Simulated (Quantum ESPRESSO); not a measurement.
# In2O3 (R-3c) in Quantum ESPRESSO: notebook

Runs on In2O3. Level: LDA. Tasks: single point, equation of state.

All numbers are computed with Quantum ESPRESSO 7.5; they aren't measurements. Logs are shortened: lines on timing, memory, paths and dates and some standing lists are left out, and cuts for length are marked.

## Step 1: The crystal as given

It takes space group R-3c (No. 167, trigonal). Conventional cell: a = 5.487 Å, b = 5.487 Å, c = 14.510 Å, α = 90.00°, β = 90.00°, γ = 120.00°. Around In (site symmetry 3) lie 6 O at 2.12 to 2.26 Å. O (site symmetry 2) has 4 In at 2.12 to 2.26 Å as nearest neighbours.

## Step 2: Single point, LDA, 11.85 Å³/atom

Input file pw.in:

```
&CONTROL
  calculation = 'scf'
  prefix = 'pwscf'
  outdir = './tmp'
  pseudo_dir = './pseudo'
  tstress = .true.
  disk_io = 'nowf'
/
&SYSTEM
  ibrav = 0
  nat = 10
  ntyp = 2
  ecutwfc = 56
  ecutrho = 448
  nbnd = 57
  occupations = 'smearing'
  smearing = 'fd'
  degauss = 0.00367493
/
&ELECTRONS
  conv_thr = 2d-09
  electron_maxstep = 120
  mixing_beta = 0.5
/
ATOMIC_SPECIES
In   114.8180 in_lda_v1.4.uspp.F.UPF
O     15.9990 o_lda_v1.2.uspp.F.UPF
CELL_PARAMETERS angstrom
   2.6874944893    1.5516256668    4.7379314792
  -2.6874944893    1.5516256668    4.7379314792
   0.0000000000   -3.1032513336    4.7379314792
ATOMIC_POSITIONS crystal
In     0.8573100000    0.8573100000    0.8573100000
In     0.6426900000    0.6426900000    0.6426900000
In     0.1426900000    0.1426900000    0.1426900000
In     0.3573100000    0.3573100000    0.3573100000
O      0.0480000000    0.7500000000    0.4520000000
O      0.7500000000    0.4520000000    0.0480000000
O      0.4520000000    0.0480000000    0.7500000000
O      0.9520000000    0.2500000000    0.5480000000
O      0.2500000000    0.5480000000    0.9520000000
O      0.5480000000    0.9520000000    0.2500000000
K_POINTS automatic
5 5 5 0 0 0
```

Potentials or basis: GBRV 1.5 LDA.

The run is started by

```sh
$ OMP_NUM_THREADS=1 mpirun -n 2 pw.x -nk 2 -in pw.in > pw.out
```

pw.out:

```text
This program is part of the open-source Quantum ESPRESSO suite
     for quantum simulation of materials; please cite
[... 13 lines left out ...]
     --------------------
     sticks:   dense  smooth     PW     G-vecs:    dense   smooth      PW
     Sum        3409    1705    489               128101    45223    7049

     Using Slab Decomposition

     bravais-lattice index     =            0
     lattice parameter (alat)  =      10.7030  a.u.
     unit-cell volume          =     799.9653 (a.u.)^3
     number of atoms/cell      =           10
     number of atomic types    =            2
     number of electrons       =        88.00
     number of Kohn-Sham states=           57
     kinetic-energy cutoff     =      56.0000  Ry
     charge density cutoff     =     448.0000  Ry
     scf convergence threshold =      2.0E-09
     mixing beta               =       0.5000
     number of iterations used =            8  plain     mixing
     Exchange-correlation= SLA  PZ   NOGX NOGC
                           (   1   1   0   0   0   0   0)

     celldm(1)=  10.702953  celldm(2)=   0.000000  celldm(3)=   0.000000
     celldm(4)=   0.000000  celldm(5)=   0.000000  celldm(6)=   0.000000

     crystal axes: (cart. coord. in units of alat)
               a(1) = (   0.474507   0.273957   0.836535 )
               a(2) = (  -0.474507   0.273957   0.836535 )
               a(3) = (   0.000000  -0.547914   0.836535 )

     reciprocal axes: (cart. coord. in units 2 pi/alat)
               b(1) = (  1.053725  0.608368  0.398469 )
               b(2) = ( -1.053725  0.608368  0.398469 )
               b(3) = (  0.000000 -1.216737  0.398469 )

     PseudoPot. # 1 for In read from file:
     in_lda_v1.4.uspp.F.UPF
     Pseudo is Ultrasoft + core correction, Zval = 13.0
     Generated by new atomic code, or converted to UPF format
     Using radial grid of  889 points,  6 beta functions with:
                l(1) =   0
                l(2) =   0
                l(3) =   1
                l(4) =   1
                l(5) =   2
                l(6) =   2
     Q(r) pseudized with  6 coefficients,  rinner =    1.400   1.400   1.400
                                                       1.400   1.400

     PseudoPot. # 2 for O  read from file:
     o_lda_v1.2.uspp.F.UPF
     Pseudo is Ultrasoft + core correction, Zval =  6.0
     Generated by new atomic code, or converted to UPF format
     Using radial grid of  737 points,  5 beta functions with:
                l(1) =   0
[... 46 lines left out ...]
        k(   18) = (   0.0000000   0.0000000   0.4781630), wk =   0.0320000
        k(   19) = (  -0.0000000   0.9733892   0.1593877), wk =   0.0960000

     Dense  grid:   128101 G-vectors     FFT dimensions: (  80,  80,  80)

     Smooth grid:    45223 G-vectors     FFT dimensions: (  54,  54,  54)

     Initial potential from superposition of free atoms

     starting charge      82.0000, renormalised to      88.0000
     Starting wfcs are   60 randomized atomic wfcs

     Self-consistent Calculation

     iteration #  1     ecut=    56.00 Ry     beta= 0.50
     Davidson diagonalization with overlap
     ethr =  1.00E-02,  avg # of iterations =  3.5

     total energy              =    -725.04235512 Ry
     estimated scf accuracy    <       4.89250652 Ry
[... 57 lines left out ...]
     iteration # 10     ecut=    56.00 Ry     beta= 0.50
     Davidson diagonalization with overlap
     ethr =  7.87E-12,  avg # of iterations =  2.0

     End of self-consistent calculation

          k = 0.0000 0.0000 0.0000 (  5649 PWs)   bands (ev):

    -8.2616  -7.1922  -7.1922  -6.9216  -6.9216  -6.8138  -2.6905  -2.6905
    -2.4956  -2.4956  -2.4571  -2.3361  -2.2954  -2.2954  -2.2257  -2.2257
    -2.1448  -2.1448  -2.0034  -1.9963  -1.9963  -1.9803  -1.6370  -1.6370
    -0.7561  -0.7561   3.5311   3.8862   5.1596   5.1596   5.9420   6.2916
     6.7132   6.7132   6.7414   8.7124   8.7124   8.9926   9.1564   9.1564
     9.2790   9.2790   9.6283   9.6283  11.2171  15.2603  16.2217  17.1913
    19.0857  19.0857  19.2224  19.2437  19.6852  19.6852  20.3921  20.5708
    20.5708
[... 36 lines left out ...]
    -7.8543  -7.3100  -7.1511  -7.0765  -7.0423  -6.8954  -2.6501  -2.5639
    -2.5274  -2.5041  -2.4355  -2.3960  -2.3664  -2.2961  -2.2785  -2.1887
    -2.1768  -2.1197  -2.0843  -2.0048  -1.9571  -1.8661  -1.6897  -1.5156
    -1.3889  -0.8021   4.1088   4.2954   4.6617   5.8003   6.2133   6.3201
     6.8485   7.1631   7.5733   7.8125   8.2374   8.3539   8.4771   8.8136
     9.1453   9.2908   9.3617   9.5180  13.8789  15.8586  16.1086  16.3377
    17.2882  18.0556  18.8307  19.9242  20.1421  20.1886  20.3509  21.2350
    21.7189

          k =-0.2107 0.6084-0.0797 (  5668 PWs)   bands (ev):

    -7.5971  -7.5155  -7.1838  -7.0743  -7.0097  -6.9567  -2.6277  -2.5950
    -2.5020  -2.4457  -2.4333  -2.3960  -2.3895  -2.3639  -2.2290  -2.2153
    -2.1867  -2.1476  -2.0073  -1.9620  -1.9568  -1.9449  -1.7251  -1.4409
    -1.2579  -1.1184   4.2295   4.5091   4.8874   5.1389   6.2641   6.5773
     6.8592   7.0792   7.6752   7.8356   8.1050   8.3046   8.7492   8.8628
     8.9014   9.2993   9.4479   9.5036  14.9151  15.1979  15.6642  16.0320
    17.4199  18.1909  18.9900  19.3757  20.0016  20.1406  20.5662  20.7883
    22.1653
[... 102 lines left out ...]
    -7.6406  -7.4509  -7.2074  -7.1221  -6.9732  -6.9092  -2.6394  -2.5855
    -2.5181  -2.4846  -2.4592  -2.4341  -2.3924  -2.3797  -2.2274  -2.1865
    -2.1524  -2.1272  -2.0350  -1.9785  -1.9363  -1.9093  -1.8260  -1.6892
    -1.1705  -0.9073   4.3044   4.7368   5.0019   5.3771   6.0732   6.5088
     6.6715   7.0431   7.4514   7.8791   8.0904   8.1473   8.5181   8.8815
     9.2708   9.3220   9.3774   9.4969  14.9848  15.5619  15.8160  16.0907
    17.1170  17.9323  19.0998  19.3380  19.9594  20.2281  20.6675  20.9482
    22.0289

          k = 0.6322 0.3650-0.2391 (  5672 PWs)   bands (ev):

    -7.6480  -7.4469  -7.2307  -7.0658  -7.0488  -6.8529  -2.6441  -2.5460
    -2.5398  -2.4676  -2.4618  -2.4311  -2.4243  -2.3762  -2.3357  -2.1329
    -2.1041  -2.0866  -2.0803  -2.0173  -1.9533  -1.9000  -1.8910  -1.8128
    -1.1089  -0.7218   4.2430   5.0465   5.1534   5.3893   6.1270   6.2807
     6.6809   7.1230   7.3565   7.6711   8.0331   8.2696   8.5264   8.6754
     9.1157   9.2389   9.3286   9.5222  15.3594  15.6814  15.7656  16.6138
    16.8756  18.0326  18.5706  19.2927  20.0522  20.4378  21.1844  21.2838
    21.8666
[... 14 lines left out ...]
    -7.6248  -7.5199  -7.1634  -7.0976  -7.0062  -6.9683  -2.6056  -2.5594
    -2.5384  -2.5079  -2.4788  -2.4496  -2.3549  -2.3216  -2.3037  -2.2907
    -2.0733  -2.0670  -2.0420  -1.9819  -1.8869  -1.8435  -1.7569  -1.7329
    -1.0236  -0.9337   4.3160   4.3222   5.3356   5.6312   6.0941   6.3990
     6.6660   7.0473   7.3012   7.7466   8.0114   8.1311   8.6227   8.8866
     8.9137   9.1632   9.3240   9.4568  14.5825  14.9469  16.8720  16.9352
    17.4847  18.0550  18.8994  18.9754  20.2111  20.5266  21.3278  21.5029
    21.6150

     the Fermi energy is    10.5019 ev

!    total energy              =    -726.51435234 Ry
     estimated scf accuracy    <          2.4E-11 Ry
     smearing contrib. (-TS)   =      -0.00000000 Ry
     internal energy E=F+TS    =    -726.51435234 Ry

     The total energy is F=E-TS. E is the sum of the following terms:
     one-electron contribution =    -157.53898955 Ry
     hartree contribution      =     157.68585130 Ry
     xc contribution           =    -193.11251043 Ry
     ewald contribution        =    -533.54870365 Ry

     convergence has been achieved in  10 iterations

     Computing stress (Cartesian axis) and pressure

          total   stress  (Ry/bohr**3)                   (kbar)     P=       78.69
   0.00058423  -0.00000000  -0.00000000           85.94       -0.00       -0.00
   0.00000000   0.00058423  -0.00000000            0.00       85.94       -0.00
  -0.00000000  -0.00000000   0.00043625           -0.00       -0.00       64.17

=------------------------------------------------------------------------------=
   JOB DONE.
=------------------------------------------------------------------------------=
```

Run time: 41 s. Hardware: 2 MPI ranks of AMD EPYC 9R45 (Zen 5), shared host; peak memory 0.76 GiB.

Results:

| Quantity | Value |
| --- | --- |
| Free energy | -9884.7313 eV |
| Pressure | 7.9 GPa |
| Band gap on the k mesh | 1.59 eV, direct |

Caveat: spin-orbit coupling is left out, which moves the levels of the heavy elements.

## Step 3: Single point, LDA, 12.11 Å³/atom

pw.in, as its differences from that of step 2:

```diff
@@ -28,5 +28,5 @@
 CELL_PARAMETERS angstrom
-   2.6874944893    1.5516256668    4.7379314792
-  -2.6874944893    1.5516256668    4.7379314792
-   0.0000000000   -3.1032513336    4.7379314792
+   2.7064211304    1.5625529681    4.7712982932
+  -2.7064211304    1.5625529681    4.7712982932
+   0.0000000000   -3.1251059363    4.7712982932
 ATOMIC_POSITIONS crystal
```

Potentials or basis: GBRV 1.5 LDA.

The run is started by

```sh
$ OMP_NUM_THREADS=1 mpirun -n 2 pw.x -nk 2 -in pw.in > pw.out
```

It took 42 s on 2 MPI ranks of AMD EPYC 9R45 (Zen 5), shared host; peak memory 0.76 GiB.

Results (log left out):

| Property | Result |
| --- | --- |
| Free energy | -9884.8249 eV |
| Pressure | 3.4 GPa |
| Band gap on the k mesh | 1.46 eV, direct |

Caveat: spin-orbit coupling is left out, which moves the levels of the heavy elements.

## Step 4: Single point, LDA, 12.36 Å³/atom

pw.in, as its differences from that of step 3:

```diff
@@ -28,5 +28,5 @@
 CELL_PARAMETERS angstrom
-   2.7064211304    1.5625529681    4.7712982932
-  -2.7064211304    1.5625529681    4.7712982932
-   0.0000000000   -3.1251059363    4.7712982932
+   2.7250866935    1.5733295360    4.8042048385
+  -2.7250866935    1.5733295360    4.8042048385
+   0.0000000000   -3.1466590721    4.8042048385
 ATOMIC_POSITIONS crystal
```

The run is started by

```sh
$ OMP_NUM_THREADS=1 mpirun -n 2 pw.x -nk 2 -in pw.in > pw.out
```

Run time: 42 s. Hardware: 2 MPI ranks of AMD EPYC 9R45 (Zen 5), shared host; peak memory 0.78 GiB.

Results (log left out):

```
Free energy            : -9884.8515 eV
Pressure               : -0.6 GPa
Band gap on the k mesh : 1.33 eV, indirect (least direct gap 1.34 eV)
```

Caveat: spin-orbit coupling is left out, which moves the levels of the heavy elements.

## Step 5: Single point, LDA, 12.61 Å³/atom

pw.in, as its differences from that of step 4:

```diff
@@ -28,5 +28,5 @@
 CELL_PARAMETERS angstrom
-   2.7250866935    1.5733295360    4.8042048385
-  -2.7250866935    1.5733295360    4.8042048385
-   0.0000000000   -3.1466590721    4.8042048385
+   2.7435000000    1.5839604635    4.8366666667
+  -2.7435000000    1.5839604635    4.8366666667
+   0.0000000000   -3.1679209270    4.8366666667
 ATOMIC_POSITIONS crystal
```

The run is started by

```sh
$ OMP_NUM_THREADS=1 mpirun -n 2 pw.x -nk 2 -in pw.in > pw.out
```

Wall time 40 s (2 MPI ranks of AMD EPYC 9R45 (Zen 5), shared host); peak memory 0.78 GiB.

Results (log left out):

- Free energy: -9884.8184 eV
- Pressure: -4.2 GPa
- Band gap on the k mesh: 1.19 eV, indirect (least direct gap 1.22 eV)

Caveat: spin-orbit coupling is left out, which moves the levels of the heavy elements; an odd mesh through Γ misses points on the zone boundary, where band edges often lie.

## Step 6: Single point, LDA, 12.86 Å³/atom

pw.in, as its differences from that of step 5:

```diff
@@ -28,5 +28,5 @@
 CELL_PARAMETERS angstrom
-   2.7435000000    1.5839604635    4.8366666667
-  -2.7435000000    1.5839604635    4.8366666667
-   0.0000000000   -3.1679209270    4.8366666667
+   2.7616694037    1.5944505736    4.8686985053
+  -2.7616694037    1.5944505736    4.8686985053
+   0.0000000000   -3.1889011472    4.8686985053
 ATOMIC_POSITIONS crystal
```

Potentials or basis: GBRV 1.5 LDA.

The run is started by

```sh
$ OMP_NUM_THREADS=1 mpirun -n 2 pw.x -nk 2 -in pw.in > pw.out
```

Run time: 42 s. Hardware: 2 MPI ranks of AMD EPYC 9R45 (Zen 5), shared host; peak memory 0.8 GiB.

The run converged. Its results:

| Quantity | Value |
| --- | --- |
| Free energy | -9884.7321 eV |
| Pressure | -7.4 GPa |
| Band gap on the k mesh | 1.05 eV, indirect (least direct gap 1.10 eV) |

Caveat: spin-orbit coupling is left out, which moves the levels of the heavy elements; an odd mesh through Γ misses points on the zone boundary, where band edges often lie.

## Step 7: Single point, LDA, 13.12 Å³/atom

pw.in, as its differences from that of step 6:

```diff
@@ -28,5 +28,5 @@
 CELL_PARAMETERS angstrom
-   2.7616694037    1.5944505736    4.8686985053
-  -2.7616694037    1.5944505736    4.8686985053
-   0.0000000000   -3.1889011472    4.8686985053
+   2.7796028244    1.6048044389    4.9003143165
+  -2.7796028244    1.6048044389    4.9003143165
+   0.0000000000   -3.2096088777    4.9003143165
 ATOMIC_POSITIONS crystal
```

The run is started by

```sh
$ OMP_NUM_THREADS=1 mpirun -n 2 pw.x -nk 2 -in pw.in > pw.out
```

It took 44 s on 2 MPI ranks of AMD EPYC 9R45 (Zen 5), shared host; peak memory 0.82 GiB.

It converged, with:

```yaml
Free_energy: -9884.5986 eV
Pressure: -10.2 GPa
Band_gap_on_the_k_mesh: 0.91 eV, indirect (least direct gap 0.98 eV)
```

Caveat: spin-orbit coupling is left out, which moves the levels of the heavy elements; an odd mesh through Γ misses points on the zone boundary, where band edges often lie.

## Step 8: Single point, LDA, 13.37 Å³/atom

pw.in, as its differences from that of step 7:

```diff
@@ -28,5 +28,5 @@
 CELL_PARAMETERS angstrom
-   2.7796028244    1.6048044389    4.9003143165
-  -2.7796028244    1.6048044389    4.9003143165
-   0.0000000000   -3.2096088777    4.9003143165
+   2.7973077783    1.6150263988    4.9315273511
+  -2.7973077783    1.6150263988    4.9315273511
+   0.0000000000   -3.2300527976    4.9315273511
 ATOMIC_POSITIONS crystal
```

The run is started by

```sh
$ OMP_NUM_THREADS=1 mpirun -n 2 pw.x -nk 2 -in pw.in > pw.out
```

Run time: 44 s. Hardware: 2 MPI ranks of AMD EPYC 9R45 (Zen 5), shared host; peak memory 0.82 GiB.

The run converged. Its results:

```yaml
Free_energy: -9884.4230 eV
Pressure: -12.7 GPa
Band_gap_on_the_k_mesh: 0.79 eV, indirect (least direct gap 0.87 eV)
```

Caveat: spin-orbit coupling is left out, which moves the levels of the heavy elements; an odd mesh through Γ misses points on the zone boundary, where band edges often lie.

## Step 9: Equation of state, LDA

Potentials or basis: GBRV 1.5 LDA.

No new run: the results of the series are fitted here.

Results:

```yaml
Equilibrium_volume: 12.34 Å³/atom
Bulk_modulus_at_fixed_shape_and_positions: 187 GPa
Pressure_derivative_of_the_bulk_modulus: 4.7
```

Energy against volume, from the lowest point:
```tsv
volume (Å³/atom)	energy (meV/atom)
11.854	12.02
12.106	2.67
12.359	0.00
12.611	3.32
12.863	11.94
13.115	25.29
13.368	42.85
```

Caveat: the cell was scaled at fixed shape and fractional positions, which overstates the stiffness of a crystal with free parameters, most of all of layers and chains.
